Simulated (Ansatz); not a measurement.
ZnS: work and stress of cleavage

Method: DFT r2SCAN, scalar-relativistic, plane waves, PAW (Ansatz 0.2.0). Cutoff 500 eV, Γ-centred 7×7×2 k-points, Gaussian smearing of 0.05 eV. No spin polarisation. Energies are free energies at this smearing, counted from the undisturbed cell; pressure is positive in compression.

Reference structure (as given, not relaxed at this level; it stands at 0.1 GPa):

```
Zn S
1.0
    -3.81100    0.00000    0.00000
    -1.90550   -3.30042    0.00000
     0.00000    0.00000   12.46800
Zn S
4 4
Direct
  0.33333 0.33333 0.90375
  0.33333 0.33333 0.40375
  0.66667 0.66667 0.15375
  0.66667 0.66667 0.65375
  0.33333 0.33333 0.09625
  0.33333 0.33333 0.59625
  0.66667 0.66667 0.34625
  0.66667 0.66667 0.84625
```

The cut lies on the cell's a–b face, a (0 0 1) plane (indices in the standard cell, whose axes needn't be the Cartesian ones shown) of area 12.58 Å², between layers 2.40 Å apart. Vector c is lengthened by d along the normal with the atoms' Cartesian places fixed: one unrelaxed cut a cell. The traction is positive where the two halves pull on each other.

| d (Å) | energy (J/m²) | traction (GPa) |
| --- | --- | --- |
| -0.30 | 0.41 | -36.8 |
| -0.15 | 0.06 | -11.7 |
| 0.00 | 0.00 | 2.1 |
| 0.25 | 0.20 | 12.0 |
| 0.50 | 0.54 | 14.4 |
| 0.75 | 0.90 | 13.9 |
| 1.00 | 1.23 | 12.4 |
| 1.50 | 1.76 | 9.0 |
| 2.00 | 2.13 | 5.8 |
| 3.00 | 2.48 | 2.0 |
| 4.50 | 2.65 | 0.6 |
| 6.00 | 2.72 | 0.3 |

Task: What are the work of separation and the cleavage stress, and do they fit the universal binding curve?

Result: The energy levels off near W ≈ 2.72 J/m² (the traction is down to 0.3 GPa), the energy of the two unrelaxed faces, 1.36 J/m² each on average. The largest sampled traction is 14.4 GPa at d = 0.50 Å, and a parabola through it and its two neighbours peaks at σ_max ≈ 14.6 GPa, d ≈ 0.58 Å. The curve E = W[1 − (1 + d/ℓ)exp(−d/ℓ)] peaks in traction at d = ℓ with σ_max = W/(eℓ); with 1 J/m² per Å = 10 GPa this W and σ_max give ℓ = 0.69 Å. A parabola through that curve at the same three d peaks at 0.67 Å, against 0.58 Å here, a fair fit. The cut parts unlike faces (Zn and S); in an ionic crystal that makes them polar, and the energy then depends on the thickness of the slab. The opened faces are metallic here, and spin polarisation, left out, could lower W. Real crystals break at far lower stress, because cracks concentrate it, and on the plane of lowest W, which needn't be this one.

The cut is rigid; relaxing the faces lowers these energies and usually the stresses. The start isn't at rest at this level: it stands under 0.1 GPa with forces up to 0.32 eV/Å, so these aren't the figures of the relaxed crystal.

The gap closes along the scan, which can put kinks into the curve.